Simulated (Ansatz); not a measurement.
A plane-wave DFT run in Ansatz 0.2.0 (scalar-relativistic PAW potentials unless the input names others): input and command.

```yaml
crystal:
  lattice:
    - [5.71831, 0.654068, -0.034414]
    - [0.698749, 7.15311, 0.476799]
    - [-0.001159, 0.566635, 5.558375]
  atoms:
    - { symbol: Xx, position: [0.9490855436, 0.5683455567, 0.6542422383] }
    - { symbol: Ta, position: [0.2335920509, 0.9014518863, 0.3034969312] }
    - { symbol: Ta, position: [0.0750252717, 0.5692719543, 0.1537172531] }
    - { symbol: Ta, position: [0.4490995287, 0.5683421279, 0.6542209105] }
    - { symbol: Ta, position: [0.7904815971, 0.2361715778, 0.5044696338] }
    - { symbol: Ta, position: [0.290477748, 0.2361758264, 0.5044299779] }
    - { symbol: Ta, position: [0.3986992211, 0.2364492206, 0.0033089398] }
    - { symbol: Ta, position: [0.7336077392, 0.9014536238, 0.303529174] }
    - { symbol: Ta, position: [0.125435411, 0.901188961, 0.8046291901] }
    - { symbol: Ta, position: [0.6254289236, 0.9011835487, 0.8046594684] }
    - { symbol: Ta, position: [0.8986966604, 0.236429072, 0.0033214526] }
    - { symbol: Ta, position: [0.5750164412, 0.5692818801, 0.1537328777] }
basis:
  ecutwfc: 420
kpoints:
  mp_grid: { grid: [6, 5, 6] }
hamiltonian:
  xc: pbe
scf:
  occupations: { method: gaussian, width: 0.1 }
  max_iter: 80
output:
  forces: true
  eigenvalues: true
  stress: true
```

```bash
ansatz run input.yaml --threads 2 --pin off --max-ram 5120MiB --backend cpu --events-out ev --progress --plain --runs-dir out
```

Task: What will the program do with this input?

Result: The program refuses it, because of an unknown element (crystal.atoms[0].symbol: "Ta" → "Xx"). With the sound run's settings it is accepted.

Abridged log:
```
Error: YAML parse error: error: line 7 column 17: `Xx` is not an element symbol (H … Og, case-exact)
 --> <input>:7:17
  |
5 |     - [-0.001159, 0.566635, 5.558375]
6 |   atoms:
7 |     - { symbol: Xx, position: [0.9490855436, 0.5683455567, 0.6542422383] }
  |                 ^ `Xx` is not an element symbol (H … Og, case-exact)
8 |     - { symbol: Ta, position: [0.2335920509, 0.9014518863, 0.3034969312] }
9 |     - { symbol: Ta, position: [0.0750252717, 0.5692719543, 0.1537172531] }
  |
```